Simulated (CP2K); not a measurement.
## Sb under changes of volume

One of the cells (31.554 Å³/atom); the others are scaled copies at fixed shape and fractional positions:

```
CELL_PARAMETERS angstrom
3.16000 0.00000 0.00000
0.00000 3.16000 0.00000
0.00000 0.00000 3.16000
ATOMIC_POSITIONS crystal
Sb 0.00000 0.00000 0.00000
```

This isn't the form of Sb at room conditions, which is rhombohedral.

| Quantity | Value |
| --- | --- |
| Program | CP2K 2026.2 |
| Functional | PBE |
| Potentials or basis | POTENTIAL_UZH Sb GTH-PBE-q5; TZVP-MOLOPT-PBE-GTH basis |
| Density cutoff | 6123 eV |
| k mesh | 8 × 8 × 8 |
| Occupations | fermi-dirac, width 0.05 eV |
| Spin | no spin polarisation |

```csv
volume (Å³/atom),energy over the lowest point (meV/atom),pressure (GPa)
29.661,?,?
30.292,0.41,0.7
30.923,0.00,-0.5
31.554,3.94,-1.5
32.186,11.74,-2.4
32.817,22.98,-3.2
33.448,37.26,-4.0
```

What does the run at 29.661 Å³/atom give?

Energy over the lowest point 5.72 meV/atom; pressure 2.0 GPa.

Worked out: A Birch-Murnaghan fit of order 3 (a polynomial in V^(-2/3)) to the other rows has its minimum at 30.66 Å³/atom with B0 = V·E''(V) = 56 GPa and B' = 4.7. It gives 5.70 meV/atom at 29.661 Å³/atom, against the run's 5.72, and -dE/dV = 2.0 GPa, against 2.0.

Energies are extrapolated to zero smearing.

Caveats: the basis of atomic orbitals isn't converged, which shifts pressures, moduli and gaps.
